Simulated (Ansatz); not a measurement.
# How far is PAW off for ZrB$_{2}$?

```
Zr B
1.0
     3.16500    0.00000    0.00000
    -1.58250    2.74097    0.00000
     0.00000    0.00000    3.59040
Zr B
1 2
Direct
  0.00000 0.00000 0.00000
  0.33333 0.66667 0.50000
  0.66667 0.33333 0.50000
```

Atom numbers follow the list: Zr1, B2, B3.

The conventional cell has a = 3.165 Å, b = 3.165 Å, c = 3.590 Å, α = 90.00°, β = 90.00°, γ = 120.00°. Zr (atom 1) is surrounded by 12 B at 2.56 Å. Around B (atom 2) lie 3 B at 1.83 Å.

The cell is COD entry 1510856, as deposited and not checked against the literature; nothing was relaxed. The listed cell was then made from it by scaling, straining or moving an atom.

All numbers are computed: DFT, PBE, PAW with Ansatz's default frozen-core files, scalar-relativistic (Ansatz 0.2.0); DFT, PBE, all-electron LAPW, scalar-relativistic (Ansatz 0.2.0).

For PAW: a Γ-centred 12×12×9 k mesh, Fermi–Dirac smearing of 0.05 eV, cutoff 420 eV, no spin polarisation. LAPW targets a basis error of 1 meV/atom. The Ansatz runs share mesh, smearing and spin set-up. Plane-wave (PAW) pressures include the program's estimate of the Pulay term.

Stress and pressure are positive in compression.

PAW results:

```tsv
quantity	PAW
pressure (GPa)	-2.03
stress xx (GPa)	-0.39
stress zz (GPa)	-5.30
```

(1) What does all-electron LAPW give for the same quantities?

## Answers

(1) 
```json
{"quantity": "pressure (GPa)", "LAPW": "-2.00"}
{"quantity": "stress xx (GPa)", "LAPW": "-0.38"}
{"quantity": "stress zz (GPa)", "LAPW": "-5.23"}
```
